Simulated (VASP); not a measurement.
Write the native input for VASP 6.6.1 that does the following.

* Task: single point
* Functional: PBEsol
* Potentials or basis: VASP PAW PBE potentials, release 64 (S, Zn)
* Cutoff: 520 eV
* k mesh: 12 × 12 × 12
* Occupations: gaussian, width 0.05 eV
* Spin: no spin polarisation
* Dipole correction: no
* Further INCAR settings: ALGO = Fast; EDIFF = 1e-07; NBANDS = 16

The structure of ZnS lies in POSCAR:

```
ZnS
1.0
    0.0000000000      2.5087288403      2.5087288403
    2.5087288403      0.0000000000      2.5087288403
    2.5087288403      2.5087288403      0.0000000000
S Zn
1 1
Direct
    0.0000000000      0.0000000000      0.0000000000
    0.5000000000      0.5000000000      0.5000000000
```

The cell was built by a generator and needn't be a form met in nature.

These files were run (other wordings do the same):

INCAR

```
SYSTEM = ZnS
PREC     = Accurate       ! precision mode
ENCUT    = 520            ! plane-wave cutoff, eV
EDIFF    = 1E-7           ! SCF threshold, eV
ISMEAR   = 0              ! smearing method
SIGMA    = 0.05           ! smearing width, eV
LREAL    = .False.        ! projectors in reciprocal space
LASPH    = .True.         ! aspherical terms in the spheres
NELM     = 100            ! most SCF steps
ALGO     = Fast           ! electronic algorithm
ISIF     = 2              ! what is computed and relaxed
LWAVE    = .False.        ! write WAVECAR
LCHARG   = .False.        ! write CHGCAR
GGA      = PS             ! functional
NBANDS   = 16             ! bands
```

KPOINTS

```
Automatic mesh
0
Gamma
  12 12 12
  0 0 0
```

Potentials or basis: VASP PAW PBE potentials, release 64 (S, Zn).

The run is started by

```bash
$ cat potpaw_PBE.64/S/POTCAR potpaw_PBE.64/Zn/POTCAR > POTCAR
$ mpirun -np 1 vasp_std > vasp.out
```

Results of the run:

```yaml
Pressure: 0.4 GPa
Band_gap_on_the_k_mesh: none (metal or under the smearing width)
```

Caveat: the PAW data sets were made with another functional, which shifts forces and pressure a little.

Wall time 22 s on 1 thread of Intel(R) Xeon(R) 6975P-C (Granite Rapids) (shared host), peak memory 0.17 GiB.
